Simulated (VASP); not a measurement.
Crystal: Pd.

```
Pd
1.0
     2.74965    0.00000    0.00000
    -1.37483    2.38127    0.00000
     0.00000    0.00000    4.49018
Pd
2
Direct
  0.33333 0.66667 0.25000
  0.66667 0.33333 0.75000
```

This isn't the form of Pd at room conditions, which is fcc.

- Program: VASP 6.6.1
- Task: relaxation of cell and atoms
- Functional: PBEsol
- Potentials or basis: VASP PAW PBE potentials, release 64 (Pd)
- Cutoff: 600 eV
- k mesh: 6 × 6 × 4
- Occupations: gaussian, width 0.1 eV
- Spin: no spin polarisation

At the start: pressure -2.0 GPa; volume 14.70 Å³/atom.

Problem. How do energy, volume and symmetry change on relaxing?

Solution. Over 8 steps the energy falls by 7.4 meV/atom and the volume is 14.55 Å³/atom (-1.1 %); space group P6_3/mmc (No. 194, to 0.05 Å).

The path:
```csv
step,energy change (eV),largest force (eV/Å),pressure (GPa),volume (Å³)
1,0.0000,0.0000,-2.03,29.40
2,-0.0086,0.0000,3.56,28.61
3,-0.0102,0.0000,1.90,28.82
4,-0.0138,0.0000,-0.13,29.12
5,-0.0147,0.0000,0.43,29.03
6,-0.0146,0.0000,-0.47,29.16
7,-0.0147,0.0000,0.05,29.09
8,-0.0147,0.0000,0.00,29.09
```

Final structure:
```
CELL_PARAMETERS angstrom
2.70960 0.00000 0.00000
-1.35480 2.34659 0.00000
0.00000 0.00000 4.57531
ATOMIC_POSITIONS crystal
Pd 0.33333 0.66667 0.25000
Pd 0.66667 0.33333 0.75000
```

Caveat: the k mesh is coarse (spacing up to 0.44 Å⁻¹), so the values aren't converged; the PAW data sets were made with another functional, which shifts forces and pressure a little.
